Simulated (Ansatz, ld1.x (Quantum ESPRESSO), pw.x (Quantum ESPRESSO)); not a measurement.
## Equation-of-state test of one TM potential (nitrogen (N))

ld1.x (Quantum ESPRESSO) 7.5 input, shortened:

```
&input
   title='N', zed=7., rel=1, dft='PBE', iswitch=3,
   config='[He] 2s2 2p3 3d-2'
 /
 &inputp
   pseudotype=2, tm=.true., lloc=0,
   nlcc=.false.
 /
3
2P  2  1   3.00   0.00  1.25  1.25  0.0
3D  3  2  -2.00  -0.15  1.20  1.20  0.0
2S  1  0   2.00   0.00  1.00  1.00  0.0
 &test
   configts(1)='2s2 2p3'
 /
```

Crystal test: diamond N in pw.x 7.5, no spin, 11³ k-points, Fermi–Dirac smearing 0.01 Ry, cutoffs 170/680 Ry. The reference is all-electron LAPW (Ansatz 0.2.0) with the same functional, mesh and smearing; V0 and B0 come from Birch–Murnaghan fits to the pressures at five volumes. Errors are pseudo minus all-electron; Δ is the rms difference of the E(V) curves that follow from these fits, minima aligned, over ±6 % about the mean V0. Mesh and smearing are coarse, so the numbers serve the comparison and aren't converged zero-temperature values; the lattice is a test structure that the element need not adopt. Spin polarisation is left out.

All-electron: a0 = 4.185 Å (V0 = 9.16 Å³/atom), B0 = 154.7 GPa.

**Question.** How far does the potential miss the all-electron equation of state?

**Answer.** mean pressure error (GPa): +0.03; a0 (Å): 4.185; a0 error (%): +0.01; B0 error (%): -0.1; Δ (meV/atom): 0.1.

| V (Å³/atom) | P all-electron (GPa) | P pseudo (GPa) |
| --- | --- | --- |
| 8.751 | 7.68 | 7.71 |
| 8.982 | 3.20 | 3.23 |
| 9.212 | -0.81 | -0.79 |
| 9.442 | -4.42 | -4.39 |
| 9.673 | -7.65 | -7.62 |

**Question.** At the middle volume, how do free energy and pressure move when the wave cutoff is lowered (ecutrho kept at four times it)?

**Answer.**

| cutoff (Ry) | shift of F (meV/atom) | shift of P (GPa) |
| --- | --- | --- |
| 76 | +95.0 | -2.50 |
| 102 | +45.2 | -2.15 |
| 136 | +4.4 | -0.69 |

The run at the middle volume (56 k-points, 7 iterations) took about 29 s on one core of a shared host (Neoverse-V2, 96 threads, 742 GiB, load 27).
